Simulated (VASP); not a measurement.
# Ga: intraband terms of a metal's spectrum

Ga, I4/mmm (no. 139), 1 atom in the cell. PBE, independent-particle dielectric function; PAW potentials Ga_d (PBE set).

## Input

INCAR.step1:
```
PREC = Accurate ; ENCUT = 330
ISMEAR = 1 ; SIGMA = 0.1
EDIFF = 1E-7 ; LASPH = True
KPAR = 4 ; LWAVE = False
LCHARG = True ; LMAXMIX = 4
```

INCAR.step2:
```
PREC = Accurate ; ENCUT = 330
ISMEAR = 0 ; SIGMA = 0.3
EDIFF = 1E-6 ; LASPH = True
KPAR = 4 ; LWAVE = True
LCHARG = False ; LMAXMIX = 4
ICHARG = 11 ; NBANDS = 20
NEDOS = 3000 ; OMEGAMAX = 30
CSHIFT = 0.1
```

INCAR.step3, as INCAR.step2 but for:
```
- LWAVE = True
+ LWAVE = False
+ LOPTICS = True
+ ALGO = None
+ NELM = 1
+ ISTART = 1
```

INCAR.step4, as INCAR.step3 but for:
```
+ WPLASMAI = 0.03
```

INCAR.step5 to INCAR.step6 change the same tag again: WPLASMAI = 0.1, 0.3.

INCAR.step7, as INCAR.step6 but for:
```
- WPLASMAI = 0.3
+ RTIME = 20
```

INCAR.step8, as INCAR.step7 but for:
```
- RTIME = 20
+ RTIME = 5
```

INCAR.step9, as INCAR.step8 but for:
```
- RTIME = 5
+ LNABLA = True
```

INCAR.step10, as INCAR.step9 but for:
```
- ISMEAR = 0
- LNABLA = True
+ ISMEAR = -5
```

KPOINTS.step1:
```
k-points
0
Gamma
  13 13 13
```

KPOINTS.step2:
```
k-points
0
Gamma
  15 15 15
```

POSCAR:
```
Ga
1.0
   -1.3843987196      1.3843987196      2.3112238365
    1.3843987196     -1.3843987196      2.3112238365
    1.3843987196      1.3843987196     -2.3112238365
Ga
1
Direct
    0.0000000000      0.0000000000      0.0000000000
```

Commands (each step's output is kept before the next begins):
```
cat potpaw_PBE.64/Ga_d/POTCAR > POTCAR
cp INCAR.step1 INCAR
cp KPOINTS.step1 KPOINTS
mpirun -np 4 vasp_std > vasp.out
cp INCAR.step2 INCAR
cp KPOINTS.step2 KPOINTS
mpirun -np 4 vasp_std > vasp.out
cp INCAR.step3 INCAR
mpirun -np 4 vasp_std > vasp.out
cp INCAR.step4 INCAR
mpirun -np 4 vasp_std > vasp.out
cp INCAR.step5 INCAR
mpirun -np 4 vasp_std > vasp.out
cp INCAR.step6 INCAR
mpirun -np 4 vasp_std > vasp.out
cp INCAR.step7 INCAR
mpirun -np 4 vasp_std > vasp.out
cp INCAR.step8 INCAR
mpirun -np 4 vasp_std > vasp.out
cp INCAR.step9 INCAR
mpirun -np 4 vasp_std > vasp.out
cp INCAR.step10 INCAR
mpirun -np 4 vasp_std > vasp.out
```

## Result

- Bands: 20

One ground state, settings moved in the last step alone:

| Settings | Plasma frequency (eV) | Im ε at 0.5 eV | Im ε at 1 eV | Im ε at 2 eV | Im ε at 4 eV | Time (s) |
|---|---|---|---|---|---|---|
| interband part alone | 13.75 | 17.8 | 62.4 | 19.1 | 2.1 | 12 |
| Drude term, WPLASMAI 0.03 | 13.75 | 63.0 | 68.1 | 19.8 | 2.2 | 12 |
| Drude term, WPLASMAI 0.1 | 13.75 | 163.2 | 81.1 | 21.5 | 2.4 | 12 |
| Drude term, WPLASMAI 0.3 | 13.75 | 351.3 | 114.4 | 26.1 | 3.0 | 13 |
| relaxation time RTIME 20 fs | 13.75 | 67.3 | 68.6 | 19.9 | 2.2 | 12 |
| relaxation time RTIME 5 fs | 13.75 | 203.9 | 86.9 | 22.2 | 2.5 | 12 |
| transversal form (LNABLA) | 13.82 | 17.9 | 63.1 | 19.3 | 2.2 | 12 |
| tetrahedron method | – | – | – | – | – | no result |

VASP 6.6.1 took 112 s on 4 cores (AMD EPYC 7571), a shared host.
